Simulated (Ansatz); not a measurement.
# TaN (Fm-3m) in Ansatz: notebook

The runs below take TaN through relaxation of cell and atoms, with r2SCAN.

Everything below comes from runs of Ansatz 0.2.0. Logs are shortened: lines on timing, memory, paths and dates and some standing lists are left out, and cuts for length are marked.

**1. The crystal as given**

It takes space group Fm-3m (No. 225, cubic). Conventional cell: a = 4.423 Å, b = 4.423 Å, c = 4.423 Å, α = 90.00°, β = 90.00°, γ = 90.00°. Ta (site symmetry m-3m) is surrounded by 6 N at 2.21 Å. Around N (site symmetry m-3m) lie 6 Ta at 2.21 Å.

The cell comes from a database or a generator and needn't be the stable form of this composition.

**2. Relaxation of cell and atoms, r2SCAN**

Contents of input.yaml:

```yaml
crystal:
  lattice:
    - [0.0, 2.211323, 2.211323]
    - [2.211323, 0.0, 2.211323]
    - [2.211323, 2.211323, 0.0]
  atoms:
    - { symbol: Ta, position: [0.5, 0.5, 0.5] }
    - { symbol: "N", position: [0.0, 0.0, 0.0] }
hamiltonian:
  xc: r2scan
  pseudopotentials: { kind: paw }
kpoints:
  mp_grid: { grid: [10, 10, 10] }
scf:
  occupations: { method: fermi_dirac, width: 0.05 }
output:
  forces: true
  stress: true
  eigenvalues: true
relax:
  f_tol: 0.01
  max_steps: 40
  cell: { stress_tol: 0.05 }
```

Potentials or basis: Ansatz PAW.

Command:

```
ansatz run input.yaml --threads 2 --pin off --max-ram 5632MiB --backend cpu --events-out ev --progress --plain --runs-dir out
```

Log:

```text
Warning: RAYON_NUM_THREADS=2 ignored (pool sized by the plan → 2); use --threads N
Engine: ansatz 0.2.0, aarch64-unknown-linux-gnu
Pseudopotentials: kind: paw
Pseudopotential: Ta, paw, valence charge 13, recommended cutoff 500 eV (meta_gga), Ta.paw.azcp
Pseudopotential: N, paw, valence charge 5, recommended cutoff 500 eV (meta_gga), N.paw.azcp
Functional definition: r2SCAN
  parameter k0 = 0.174
  parameter k1 = 0.065
  parameter a1 = 4.9479
  exchange = r2scan_x(k0 = k0, k1 = k1, a1 = a1)
  correlation = r2scan_c
Crystal: 2 atoms, lattice volume = 21.627 Å³
Basis set: ecut = 500 eV, 537 PW (Γ), exchange–correlation on 96×96×96 points (64 copies of the dense FFT grid, shifted against one another)
Bands: 13, of which v1, the nominal top of the filled ones, is band 9 counted from 1 (8 counted from 0)
Symmetry: 48 space group operations
Space group: Fm-3m (ITA 225), of the structure as read, at distance tolerance 2.8e-5 Å
k-points: 47 of 1000
Non-local potential: Ta, projectors of the file, l = 0: 3, l = 1: 2, l = 2: 2, l = 3: 1
Non-local potential: N, projectors of the file, l = 0: 2, l = 1: 2, l = 2: 1
PAW form: soft (Blöchl's): semilocal exchange-correlation on the pseudo side does not see the compensation charge
PAW frozen core: Ta, regenerated for the run's functional (the file was generated under x = pbe(κ = 0.804, μ = 0.2195149727645171), c = pbe(β = 0.06672455060314922))
PAW frozen core: N, regenerated for the run's functional (the file was generated under x = pbe(κ = 0.804, μ = 0.2195149727645171), c = pbe(β = 0.06672455060314922))
PAW one-centre angular grid: Ta, 590 points (default); XC on 160 Gauss nodes
PAW one-centre angular grid: N, 302 points (default); XC on 160 Gauss nodes
Initial density: superposition of atomic densities (neutral atoms: chi_scale 0, normalization atom), corrected by the library's trained network
Initial wavefunctions: pseudopotential atomic-orbital guess
Functional: x = r2scan, c = r2scan; τ floored in thin density (d = 2e-4 eV/Å³)
SCF iter   1: F=—  HF=-10330.994073 eV  |F-HF|=—  |Δ(HF+E_count)|=         —  Δρ=7.44e-3  dr2=5.04e-3  dr2_τ=1.28e-1  ethr=1.77e-3  ⟨swp⟩=6.0  Hψ=7590  notcnv=0  defer=13
automatic band count: the SCF goes on with 17 bands, as 13 were too few: the levels above may hold too much charge
preconditioner: auto → none  [insulator: Δε(μ)=0.155 eV  Ē_g=16.226 eV  σ=0.050 eV  W_gap=0.59  n_scr=8 (ndim 8)  ℏωp=25.3 eV  f_vac=0.000  D(μ)=0.64/eV (n_scr^D=0)  ε∞_Penn≈3.4]
SCF iter   2: F=—  HF=-10331.061472 eV  |F-HF|=—  |Δ(HF+E_count)|=   6.74e-2  Δρ=5.10e-3  dr2=2.19e-3  dr2_τ=2.41e-4  ethr=2.80e-5  ⟨swp⟩=2.0  Hψ=1829  notcnv=0  defer=97
SCF iter   3: F=—  HF=-10331.062574 eV  |F-HF|=—  |Δ(HF+E_count)|=   1.10e-3  Δρ=2.18e-3  dr2=1.00e-3  dr2_τ=8.73e-5  ethr=1.22e-5  ⟨swp⟩=3.0  Hψ=1387  notcnv=0  defer=97
SCF iter   4: F=—  HF=-10331.062521 eV  |F-HF|=—  |Δ(HF+E_count)|=   5.31e-5  Δρ=9.10e-4  dr2=1.67e-4  dr2_τ=3.48e-5  ethr=5.58e-6  ⟨swp⟩=2.0  Hψ=933  notcnv=0  defer=97
SCF iter   5: F=—  HF=-10331.062476 eV  |F-HF|=—  |Δ(HF+E_count)|=   4.49e-5  Δρ=2.60e-4  dr2=5.56e-6  dr2_τ=1.38e-6  ethr=9.29e-7  ⟨swp⟩=2.2  Hψ=889  notcnv=0  defer=97
[... 43 lines left out ...]
SCF iter   4: F=—  HF=-10331.070136 eV  |F-HF|=—  |Δ(HF+E_count)|=  7.28e-10  Δρ=1.66e-6  dr2=2.75e-10  dr2_τ=7.88e-11  ethr=3.42e-11  ⟨swp⟩=2.3  Hψ=1008  notcnv=0
SCF iter   5: F=-10331.070136 eV  HF=-10331.070136 eV  |F-HF|=7.28e-12  |Δ(HF+E_count)|=  2.31e-10  Δρ=3.39e-7  dr2=7.78e-12  dr2_τ=2.61e-12  ethr=1.00e-12  ⟨swp⟩=4.0  Hψ=3282  notcnv=0
SCF 5 converged in 5 iterations: F = -10331.070136 eV  dr2 = 7.78e-12
relax step   5: F+E_penalty+E_count = -10331.07013605 eV  Δ(F+E_penalty+E_count) = +2.149e-4 eV  max|allowed force component| = 5.285e-29 eV/Å  Δτ_max = 0.0000 Å  P = -0.001 GPa  Ω = 21.235 Å³  stress off target by 7.08e-4 GPa  SCF on the basis re-selected at this cell (its energy is not comparable with the rows above)  (5 SCF iters)
basis re-selected at this cell: Δ(F+E_penalty+E_count) = +2.149e-4 eV, ΔP = -0.001 GPa vs the last step (what re-selecting the basis moved, of the pressure what is left beyond the Pulay correction that the steps carried, after the strain that the cell walked since its last selection, with what the two solves' SCF thresholds leave and, on support functions, any second-order correction that the steps lacked; it is no measure of the basis error at this ecutwfc). This SCF's stress stands 7.08e-4 GPa from its target on what of the cell is left free (relax.cell.stress_tol is 5.00e-2 GPa) and its largest allowed force component is 5.29e-29 eV/Å (relax.f_tol is 1.00e-2 eV/Å): within both
SCF converged after 5 iterations
Free energy (F): -10331.070136 eV
Harris-Foulkes:  -10331.070136 eV  (|F-HF|=7.28e-12)
Internal energy: -10331.064660 eV  (E = F + TS)
E sigma→0 (E₀):  -10331.067398 eV
Entropy (-TS):   -0.005476 eV (-2.738 meV/atom)
Fermi energy:    21.824834 eV
--- Per-component energies (eV) ---
  E_band       = -59.545861
  E_kinetic    = 503.100266
  E_local      = -583.287850  (includes V_loc(G=0)·N_el)
  E_nonlocal   = 59.693788
  E_hartree    = 197.210566
  E_xc         = -265.843899
  E_vxc        = -308.773100  (∫ρ·V_xc dr)
  E_paw        = -8552.290169  (= ΣΔE_a)
  E_vpaw       = -140.661222  (= ΣTr[D̂ρ^β])
  E_aug_tail   = 0.000082  (compensation charges beyond the density's cutoff)
  E_vtau       = 15.961049  (kinetic-family band-sum trace: ∫τ·v_τ [+ j·A + Jᵃ·Aᵃ] dr)
  E_ewald      = -1688.861599
  E_core_change = -0.785845  (= ΣΔE_core)
  E_smearing   = -0.005476  (= −TS)
  E_closure    = 0.000000  (closes the sum)
  Σ components = -10331.070136   (vs F -10331.070136, Δ=0.00e0)
--- Forces (eV/Å), atoms counted from 1 ---
  atom   1  Ta     0.00000000    -0.00000000    -0.00000000
  atom   2  N     -0.00000000    -0.00000000     0.00000000
  max |Σ_I F_I| component: 9.62e-29 eV/Å
--- Stress (GPa, compression-positive) ---
       -0.000708       0.000000      -0.000000
        0.000000      -0.000708       0.000000
       -0.000000       0.000000      -0.000708
  P = ⅓ Tr σ = -0.0007 GPa (-0.007 kbar)
--- Band table (eV; the first three rows and the last of 47) ---
  k-point 0: bands = ["-49.6985", "-15.2843", "-15.2843", "-15.2843", "1.8119", "17.6601", "17.6601", "17.6601", "19.6400", "19.6400", "19.6400", "21.9735", "21.9735", "23.5695", "31.4782", "46.4226", "46.4226"]
  k-point 1: bands = ["-49.6927", "-15.3751", "-15.2922", "-15.2922", "2.0514", "16.5520", "16.9208", "16.9208", "20.0055", "20.0055", "20.0695", "22.8943", "22.8943", "24.2899", "32.2157", "43.7656", "44.9001"]
  k-point 2: bands = ["-49.6777", "-15.6059", "-15.3128", "-15.3128", "2.7036", "14.6686", "15.7039", "15.7039", "20.6482", "20.8438", "20.8438", "24.8312", "24.8312", "25.8068", "33.9108", "40.5929", "41.7488"]
  k-point 46: bands = ["-49.6180", "-15.8733", "-15.7335", "-15.6004", "3.6166", "14.1899", "14.5809", "14.7322", "20.4214", "22.7441", "25.3735", "25.8407", "26.7617", "31.9140", "33.2796", "35.3621", "38.0751"]
--- Relaxed structure (4 steps of the walk, 4 accepted, 1 SCFs on fresh bases) ---
  F+E_penalty+E_count = -10331.07013605 eV   max|allowed force component| = 5.285e-29 eV/Å   (the final SCF, on the basis selected at the relaxed cell)
  cell:  # Å, volume = 21.2355 Å³
    - [1.0787857975896132e-33, 2.197913242806953, 2.197913242806953]
    - [2.197913242806953, 6.751367943586657e-34, 2.197913242806953]
    - [2.197913242806953, 2.197913242806953, -1.8231878055204528e-34]
  atoms:
    - { symbol: Ta, position: [0.49999999999999994, 0.49999999999999994, 0.49999999999999994] }
    - { symbol: N, position: [-1.0206329666133514e-36, 2.2680732591100233e-36, 5.896990473644968e-36] }
```

Wall time 5.5 s (2 threads of Arm Neoverse V2, shared host); peak memory 0.35 GiB.

What came out:

- Free energy: -10331.0701 eV
- Relaxed volume: 10.62 Å³/atom
- Relaxed cell: a = 3.108 Å, b = 3.108 Å, c = 3.108 Å, α = 60.00°, β = 60.00°, γ = 60.00°
- Space group after relaxing (to 0.05 Å): Fm-3m (No. 225)
- Energy gained by relaxing: 3.8 meV/atom
- Ionic steps: 5
- Pressure after relaxing: 0.0 GPa
- Band gap on the k mesh: none (metal or under the smearing width)

Step by step:
```tsv
step	energy change (eV)	largest force (eV/Å)	volume (Å³)
1	0.0000	0.0000	21.63
2	-0.0062	0.0000	21.05
3	-0.0079	0.0000	21.24
4	-0.0079	0.0000	21.24
5	-0.0077	0.0000	21.24
```

Final structure:
```
Ta N
1.0
     0.00000    2.19791    2.19791
     2.19791    0.00000    2.19791
     2.19791    2.19791    0.00000
Ta N
1 1
Direct
  0.50000 0.50000 0.50000
  0.00000 0.00000 0.00000
```

Levels at points of the mesh, in eV from the Fermi level:
| k point | band 7 | band 8 | band 9 | band 10 | band 11 | band 12 |
| --- | --- | --- | --- | --- | --- | --- |
| (0.00, 0.00, 0.00) | -4.16 | -4.16 | -2.18 | -2.18 | -2.18 | 0.15 |
| (0.00, 0.00, -0.50) | -8.01 | -8.01 | 1.91 | 1.91 | 2.05 | 4.01 |
| (0.00, -0.50, -0.50) | -5.64 | -5.02 | -5.02 | 2.24 | 3.54 | 3.54 |

Caveat: the plane-wave basis is chosen anew once the cell has moved, so the energies of steps on either side of that aren't comparable; the PAW data sets come from PBE, with cores solved anew for the run's functional, which leaves a small shift of forces and pressure.

**3. Relaxation of cell and atoms, r2SCAN, target pressure 2 GPa, at which the enthalpy is minimised**

input.yaml, as its differences from that of step 2:

```diff
@@ -22,2 +22,2 @@
   max_steps: 40
-  cell: { stress_tol: 0.05 }
+  cell: { stress_tol: 0.05, p_target: 2.0 }
```

Potentials or basis: Ansatz PAW.

Command:

```
ansatz run input.yaml --threads 2 --pin off --max-ram 5632MiB --backend cpu --events-out ev --progress --plain --runs-dir out
```

Run time: 5.8 s. Hardware: 2 threads of Arm Neoverse V2, shared host; peak memory 0.35 GiB.

The run converged. Its results:

```
Free energy                                            : -10331.0694 eV
Relaxed volume                                         : 10.56 Å³/atom
Relaxed cell                                           : a = 3.103 Å, b = 3.103 Å, c = 3.103 Å, α = 60.00°, β = 60.00°, γ = 60.00°
Space group after relaxing (to 0.05 Å)                 : Fm-3m (No. 225)
Energy change on relaxing (the enthalpy is what falls) : -3.5 meV/atom
Ionic steps                                            : 5
Pressure after relaxing                                : 2.0 GPa
Band gap on the k mesh                                 : none (metal or under the smearing width)
```

Step by step:
```tsv
step	energy change (eV)	largest force (eV/Å)	volume (Å³)
1	0.0000	0.0000	21.63
2	-0.0008	0.0000	20.87
3	-0.0073	0.0000	21.13
4	-0.0072	0.0000	21.12
5	-0.0069	0.0000	21.12
```

Final structure:
```cif
data_structure
_symmetry_space_group_name_H-M 'P 1'
_symmetry_Int_Tables_number 1
_cell_length_a 3.1025
_cell_length_b 3.1025
_cell_length_c 3.1025
_cell_angle_alpha 60.000
_cell_angle_beta 60.000
_cell_angle_gamma 60.000
_cell_volume 21.12
loop_
_atom_site_label
_atom_site_type_symbol
_atom_site_fract_x
_atom_site_fract_y
_atom_site_fract_z
_atom_site_occupancy
Ta1 Ta 0.50000 0.50000 0.50000 1
N1 N 0.00000 0.00000 0.00000 1
```

Levels at points of the mesh, in eV from the Fermi level:
```
             k point  band 5  band 6  band 7  band 8  band 9  band 10  band 11  band 12  band 13  band 14
  (0.00, 0.00, 0.00)  -20.06   -4.18   -4.18   -4.18   -2.20    -2.20    -2.20     0.15     0.15     1.79
 (0.00, 0.00, -0.50)  -17.04  -10.89   -8.05   -8.05    1.92     1.92     2.06     4.03     7.89     7.89
(0.00, -0.50, -0.50)  -18.85   -7.12   -5.68   -5.03   -5.03     2.25     3.57     3.57     4.77     7.52
```

Caveat: the plane-wave basis is chosen anew once the cell has moved, so the energies of steps on either side of that aren't comparable; the PAW data sets come from PBE, with cores solved anew for the run's functional, which leaves a small shift of forces and pressure. Spin-orbit coupling is left out, which matters for the levels of Ta.

**4. Relaxation of cell and atoms, r2SCAN, target pressure 5 GPa, at which the enthalpy is minimised**

input.yaml, as its differences from that of step 3:

```diff
@@ -22,2 +22,2 @@
   max_steps: 40
-  cell: { stress_tol: 0.05, p_target: 2.0 }
+  cell: { stress_tol: 0.05, p_target: 5.0 }
```

Command:

```
ansatz run input.yaml --threads 2 --pin off --max-ram 5632MiB --backend cpu --events-out ev --progress --plain --runs-dir out
```

Run time: 5.8 s. Hardware: 2 threads of Arm Neoverse V2, shared host; peak memory 0.36 GiB.

It converged, with:

| Quantity | Value |
| --- | --- |
| Free energy | -10331.0657 eV |
| Relaxed volume | 10.47 Å³/atom |
| Relaxed cell | a = 3.094 Å, b = 3.094 Å, c = 3.094 Å, α = 60.00°, β = 60.00°, γ = 60.00° |
| Space group after relaxing (to 0.05 Å) | Fm-3m (No. 225) |
| Energy change on relaxing (the enthalpy is what falls) | -1.6 meV/atom |
| Ionic steps | 5 |
| Pressure after relaxing | 5.0 GPa |
| Band gap on the k mesh | none (metal or under the smearing width) |

Step by step:
| step | energy change (eV) | largest force (eV/Å) | volume (Å³) |
| --- | --- | --- | --- |
| 1 | 0.0000 | 0.0000 | 21.63 |
| 2 | 0.0143 | 0.0000 | 20.59 |
| 3 | -0.0041 | 0.0000 | 20.96 |
| 4 | -0.0036 | 0.0000 | 20.94 |
| 5 | -0.0032 | 0.0000 | 20.94 |

Final structure:
```
Ta N
1.0
     0.00000    2.18783    2.18783
     2.18783    0.00000    2.18783
     2.18783    2.18783    0.00000
Ta N
1 1
Direct
  0.50000 0.50000 0.50000
  0.00000 0.00000 0.00000
```

Levels at points of the mesh, in eV from the Fermi level:
```tsv
k point	band 5	band 6	band 7	band 8	band 9	band 10	band 11	band 12	band 13	band 14
(0.00, 0.00, 0.00)	-20.13	-4.21	-4.21	-4.21	-2.22	-2.22	-2.22	0.15	0.15	1.87
(0.00, 0.00, -0.50)	-17.06	-10.96	-8.11	-8.11	1.95	1.95	2.09	4.06	7.98	7.98
(0.00, -0.50, -0.50)	-18.92	-7.14	-5.74	-5.05	-5.05	2.28	3.62	3.62	4.86	7.62
```

Caveat: the plane-wave basis is chosen anew once the cell has moved, so the energies of steps on either side of that aren't comparable; the PAW data sets come from PBE, with cores solved anew for the run's functional, which leaves a small shift of forces and pressure. The run has no spin-orbit coupling, so splittings on Ta are missing.

**5. Relaxation of cell and atoms, r2SCAN, target pressure 10 GPa, at which the enthalpy is minimised**

input.yaml, as its differences from that of step 4:

```diff
@@ -19,2 +19,6 @@
   eigenvalues: true
+  write_density: true
+  write_potential: true
+  elf: true
+  volumetric_format: npy
 relax:
@@ -22,2 +26,2 @@
   max_steps: 40
-  cell: { stress_tol: 0.05, p_target: 5.0 }
+  cell: { stress_tol: 0.05, p_target: 10.0 }
```

Potentials or basis: Ansatz PAW.

Command:

```
ansatz run input.yaml --threads 2 --pin off --max-ram 5632MiB --backend cpu --events-out ev --progress --plain --runs-dir out
```

Log:

```text
Warning: RAYON_NUM_THREADS=2 ignored (pool sized by the plan → 2); use --threads N
[... 10 set-up lines as earlier in the session ...]
Crystal: 2 atoms, lattice volume = 21.627 Å³
[... 99 lines left out ...]
  atom   1  Ta     0.00000000    -0.00000000    -0.00000000
  atom   2  N     -0.00000000     0.00000000    -0.00000000
  max |Σ_I F_I| component: 1.34e-29 eV/Å
--- Stress (GPa, compression-positive) ---
        9.971027      -0.000000      -0.000000
       -0.000000       9.971027      -0.000000
       -0.000000      -0.000000       9.971027
  P = ⅓ Tr σ = 9.9710 GPa (99.710 kbar)
--- Band table (eV; the first three rows and the last of 47) ---
  k-point 0: bands = ["-49.0238", "-14.6004", "-14.6004", "-14.6004", "2.2208", "18.2126", "18.2126", "18.2126", "20.1966", "20.1966", "20.1966", "22.6111", "22.6111", "24.4373", "32.1073", "47.5891", "47.5891"]
  k-point 1: bands = ["-49.0173", "-14.7014", "-14.6089", "-14.6089", "2.4737", "17.0845", "17.4452", "17.4452", "20.5751", "20.5751", "20.6469", "23.5667", "23.5667", "25.1529", "32.8730", "44.8750", "46.0210"]
  k-point 2: bands = ["-49.0001", "-14.9576", "-14.6313", "-14.6313", "3.1608", "15.1679", "16.1885", "16.1885", "21.2506", "21.4426", "21.4426", "25.5720", "25.5720", "26.6696", "34.6567", "41.6251", "42.7851"]
  k-point 46: bands = ["-48.9321", "-15.2500", "-15.0956", "-14.9498", "4.0732", "14.6579", "15.1208", "15.2433", "21.0110", "23.4076", "26.1645", "26.6823", "27.6204", "32.9159", "34.1872", "36.3218", "39.1521"]
--- Relaxed structure (4 steps of the walk, 4 accepted, 1 SCFs on fresh bases) ---
  F+E_penalty+E_count = -10331.05313151 eV   max|allowed force component| = 6.804e-30 eV/Å   (the final SCF, on the basis selected at the relaxed cell)
  cell:  # Å, volume = 20.6755 Å³
    - [-2.7005471774346627e-33, 2.1784213817986733, 2.1784213817986733]
    - [2.1784213817986733, -8.407363854277723e-34, 2.1784213817986733]
    - [2.1784213817986733, 2.1784213817986733, -2.3183942749674933e-33]
  atoms:
    - { symbol: Ta, position: [0.5, 0.5, 0.5] }
    - { symbol: N, position: [-1.2247595599068902e-35, 1.0433136991795448e-35, 1.2247595599066325e-35] }
```

Wall time 6 s (2 threads of Arm Neoverse V2, shared host); peak memory 0.36 GiB.

What came out:

| Item | Value |
| --- | --- |
| Free energy | -10331.0531 eV |
| Relaxed volume | 10.34 Å³/atom |
| Relaxed cell | a = 3.081 Å, b = 3.081 Å, c = 3.081 Å, α = 60.00°, β = 60.00°, γ = 60.00° |
| Space group after relaxing (to 0.05 Å) | Fm-3m (No. 225) |
| Energy change on relaxing (the enthalpy is what falls) | +4.7 meV/atom |
| Ionic steps | 5 |
| Pressure after relaxing | 10.0 GPa |
| Band gap on the k mesh | none (metal or under the smearing width) |

Step by step:
```csv
step,energy change (eV),largest force (eV/Å),volume (Å³)
1,0.0000,0.0000,21.63
2,0.0596,0.0000,20.14
3,0.0065,0.0000,20.71
4,0.0088,0.0000,20.68
5,0.0093,0.0000,20.68
```

Final structure:
```xyz
2
Lattice="0.0000 2.1784 2.1784 2.1784 0.0000 2.1784 2.1784 2.1784 0.0000" Properties=species:S:1:pos:R:3 pbc="T T T"
Ta    2.1784    2.1784    2.1784
N     0.0000    0.0000    0.0000
```

Caveat: the plane-wave basis is chosen anew once the cell has moved, so the energies of steps on either side of that aren't comparable; the PAW data sets come from PBE, with cores solved anew for the run's functional, which leaves a small shift of forces and pressure.

**6. Overview**

| cell | target pressure (GPa) | gap on the mesh (eV) | pressure (GPa) |
| --- | --- | --- | --- |
| relaxed | 0 | none | 0.0 |
| relaxed to 2 GPa | 2 | none | 2.0 |
| relaxed to 5 GPa | 5 | none | 5.0 |
| relaxed to 10 GPa | 10 | none | 10.0 |

Alike in all rows: task relaxation of cell and atoms; level r2SCAN; potentials or basis Ansatz PAW; no spin polarisation; k mesh 10 × 10 × 10; cutoff (eV) 500; smearing fermi-dirac 0.05 eV.

Caveats: the plane-wave basis is chosen anew once the cell has moved, so the energies of steps on either side of that aren't comparable; the PAW data sets come from PBE, with cores solved anew for the run's functional, which leaves a small shift of forces and pressure.

Total energies depend on the potentials used, so only differences within one code and one set of settings carry meaning.
